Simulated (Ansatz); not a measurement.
A plane-wave DFT run in Ansatz 0.2.0 (scalar-relativistic PAW potentials unless the input names others): input and command.

```yaml
crystal:
  lattice:
    - [3.0291601502, -1.7706653551, 0.0121513665]
    - [3.0291601502, 1.7706653551, 0.0121513665]
    - [-2.5282226563, 0.0, 3.7162405365]
  atoms:
    - { symbol: O, position: [0.0204886948, 0.0204886948, 0.1475889247], spin: 0.61 }
    - { symbol: O, position: [0.9795113052, 0.9795113052, 0.8524110753], spin: 0.61 }
basis:
  ecutwfc: 420
kpoints:
  mp_grid: { grid: [10, 10, 8] }
hamiltonian:
  xc: pbe
  dispersion: d3bj
scf:
  occupations: { method: gaussian, width: 0.02 }
  mixing: { algorithm: anderson, beta: 1.0, ndim: 1, preconditioner: none }
  max_iter: 75
output:
  forces: true
  eigenvalues: true
  stress: true
magnetization:
  spin_polarized: true
relax:
  adjacent_minimum: "off"
  f_tol: 0.01
  max_steps: 30
  cell: { stress_tol: 0.1, fix: [volume] }
```

```bash
ansatz run input.yaml --threads 1 --pin off --max-ram 2560MiB --backend cpu --events-out ev --progress --plain --runs-dir out
```

Abridged log:
```
Basis set: ecut = 420 eV, 781 PW (Γ), exchange–correlation on 48×48×64 points (8 copies of the dense FFT grid, shifted against one another)
Bands: 11, of which v1, the nominal top of the filled ones, is band 6 counted from 1 (5 counted from 0)
Symmetry: 4 space group operations
k-points: 227 of 800
SCF iter   1: F=—  HF=-1129.743666 eV  |F-HF|=—  |Δ(HF+E_count)|=         —  Δρ=7.29e-2 (↑7.29e-2 ↓4.05e-2) dr2=5.96e-1  dr2_m=9.17e-1  M=2.000 μB ∫|m|=2.002 μB  β_m=1.00  ethr=3.10e-3  ⟨swp⟩=4.8  Hψ=27277  notcnv=0
SCF iter   2: F=—  HF=-1130.103061 eV  |F-HF|=—  |Δ(HF+E_count)|=   3.59e-1  Δρ=1.68e-2 (↑1.53e-2 ↓1.68e-2) dr2=1.92e-1  dr2_m=6.41e-3  M=2.000 μB ∫|m|=2.028 μB  β_m=1.00  ethr=3.10e-3  ⟨swp⟩=2.1  Hψ=13069  notcnv=0  defer=361
SCF iter   3: F=—  HF=-1130.061586 eV  |F-HF|=—  |Δ(HF+E_count)|=   4.15e-2  Δρ=1.26e-2 (↑1.26e-2 ↓9.03e-3) dr2=9.46e-2  dr2_m=1.98e-3  M=2.000 μB ∫|m|=2.033 μB  β_m=1.00  ethr=1.60e-3  ⟨swp⟩=2.1  Hψ=11018  notcnv=0  defer=368
SCF iter   4: F=—  HF=-1130.046925 eV  |F-HF|=—  |Δ(HF+E_count)|=   1.47e-2  Δρ=9.84e-3 (↑9.84e-3 ↓7.28e-3) dr2=6.61e-2  dr2_m=7.48e-4  M=2.000 μB ∫|m|=2.035 μB  β_m=1.00  ethr=7.88e-4  ⟨swp⟩=2.4  Hψ=11615  notcnv=0  defer=368
SCF iter   5: F=—  HF=-1130.044286 eV  |F-HF|=—  |Δ(HF+E_count)|=   2.64e-3  Δρ=9.31e-3 (↑9.31e-3 ↓6.35e-3) dr2=6.09e-2  dr2_m=9.36e-4  M=2.000 μB ∫|m|=2.035 μB  β_m=1.00  ethr=5.51e-4  ⟨swp⟩=2.6  Hψ=11543  notcnv=0  defer=367
SCF iter   6: F=—  HF=-1130.044693 eV  |F-HF|=—  |Δ(HF+E_count)|=   4.08e-4  Δρ=9.26e-3 (↑9.26e-3 ↓6.19e-3) dr2=6.34e-2  dr2_m=9.72e-4  M=2.000 μB ∫|m|=2.035 μB  β_m=1.00  ethr=5.08e-4  ⟨swp⟩=3.0  Hψ=10664  notcnv=0  defer=369
SCF iter   7: F=—  HF=-1130.047188 eV  |F-HF|=—  |Δ(HF+E_count)|=   2.49e-3  Δρ=9.52e-3 (↑9.52e-3 ↓6.27e-3) dr2=6.85e-2  dr2_m=1.07e-3  M=2.000 μB ∫|m|=2.035 μB  β_m=1.00  ethr=5.08e-4  ⟨swp⟩=3.0  Hψ=11007  notcnv=0  defer=371
SCF iter   8: F=—  HF=-1130.049370 eV  |F-HF|=—  |Δ(HF+E_count)|=   2.18e-3  Δρ=9.89e-3 (↑9.89e-3 ↓6.49e-3) dr2=7.52e-2  dr2_m=1.17e-3  M=2.000 μB ∫|m|=2.035 μB  β_m=1.00  ethr=5.08e-4  ⟨swp⟩=3.0  Hψ=11860  notcnv=0  defer=370
   ...
SCF iter  68: F=—  HF=-1158.948123 eV  |F-HF|=—  |Δ(HF+E_count)|=    1.09e1  Δρ=2.80e-1 (↑2.80e-1 ↓2.74e-1) dr2=9.33e1  dr2_m=1.04e0  M=-0.166 μB ∫|m|=0.539 μB  β_m=1.00  ethr=5.08e-4  ⟨swp⟩=7.8  Hψ=26129  notcnv=0  defer=483
SCF iter  69: F=—  HF=-1182.562231 eV  |F-HF|=—  |Δ(HF+E_count)|=    2.36e1  Δρ=2.94e-1 (↑2.94e-1 ↓2.88e-1) dr2=1.01e2  dr2_m=1.07e0  M=0.000 μB ∫|m|=1.179 μB  β_m=1.00  ethr=5.08e-4  ⟨swp⟩=6.4  Hψ=27046  notcnv=0  defer=430
SCF iter  70: F=—  HF=-1165.870015 eV  |F-HF|=—  |Δ(HF+E_count)|=    1.67e1  Δρ=3.09e-1 (↑3.09e-1 ↓3.05e-1) dr2=1.15e2  dr2_m=1.19e0  M=-0.134 μB ∫|m|=0.453 μB  β_m=1.00  ethr=5.08e-4  ⟨swp⟩=8.5  Hψ=27466  notcnv=0  defer=506
SCF iter  71: F=—  HF=-1195.001917 eV  |F-HF|=—  |Δ(HF+E_count)|=    2.91e1  Δρ=3.20e-1 (↑3.20e-1 ↓3.16e-1) dr2=1.23e2  dr2_m=1.22e0  M=0.000 μB ∫|m|=1.169 μB  β_m=1.00  ethr=5.08e-4  ⟨swp⟩=6.9  Hψ=26935  notcnv=0  defer=434
SCF iter  72: F=—  HF=-1172.103681 eV  |F-HF|=—  |Δ(HF+E_count)|=    2.29e1  Δρ=3.32e-1 (↑3.32e-1 ↓3.29e-1) dr2=1.35e2  dr2_m=1.29e0  M=-0.109 μB ∫|m|=0.401 μB  β_m=1.00  ethr=5.08e-4  ⟨swp⟩=8.8  Hψ=27990  notcnv=0  defer=513
SCF iter  73: F=—  HF=-1205.588599 eV  |F-HF|=—  |Δ(HF+E_count)|=    3.35e1  Δρ=3.40e-1 (↑3.40e-1 ↓3.37e-1) dr2=1.40e2  dr2_m=1.31e0  M=0.000 μB ∫|m|=1.163 μB  β_m=1.00  ethr=5.08e-4  ⟨swp⟩=9.1  Hψ=77513  notcnv=0
SCF iter  74: F=—  HF=-1177.111363 eV  |F-HF|=—  |Δ(HF+E_count)|=    2.85e1  Δρ=3.49e-1 (↑3.49e-1 ↓3.46e-1) dr2=1.50e2  dr2_m=1.35e0  M=-0.110 μB ∫|m|=0.376 μB  β_m=1.00  ethr=5.08e-4  ⟨swp⟩=7.2  Hψ=79590  notcnv=0
SCF iter  75: F=—  HF=-1213.772771 eV  |F-HF|=—  |Δ(HF+E_count)|=    3.67e1  Δρ=3.55e-1 (↑3.55e-1 ↓3.52e-1) dr2=1.54e2  dr2_m=1.37e0  M=0.000 μB ∫|m|=1.159 μB  β_m=1.00  ethr=5.08e-4  ⟨swp⟩=9.4  Hψ=95632  notcnv=0
```

Problem. What is wrong with this input?

Solution. The fault is mixing far too strong (scf.mixing: not typed → {"algorithm": "anderson", "beta": 1.0, "ndim": 1, "preconditioner": "none"}, the first being the value of the sound run). Setting it back cures it. The log, from which this was withheld above, says: «Error: did not converge after 75 iterations: dr2 = 1.54e2 (threshold 1.00e-7), under the density mixer `anderson`; raise `scf.max_iter`, which need not help a stalled SCF, or adjust the mixing (`scf.mixing`) or, under a smearing, its width (`scf.occupations.width`, in either direction: another width is another result); this SCF holds its density and magnetisation to the symmetry operations that it keeps …» The run stopped without converging. A reference run from the same start on usual settings converged, and the end of its own relaxation has pressure 0.12 GPa, largest force 0.007 eV/Å, gap on the mesh 1.54 eV.

The run took 2.7 min on 1 thread of Arm Neoverse V1, with other jobs on the host, peak memory 0.38 GiB.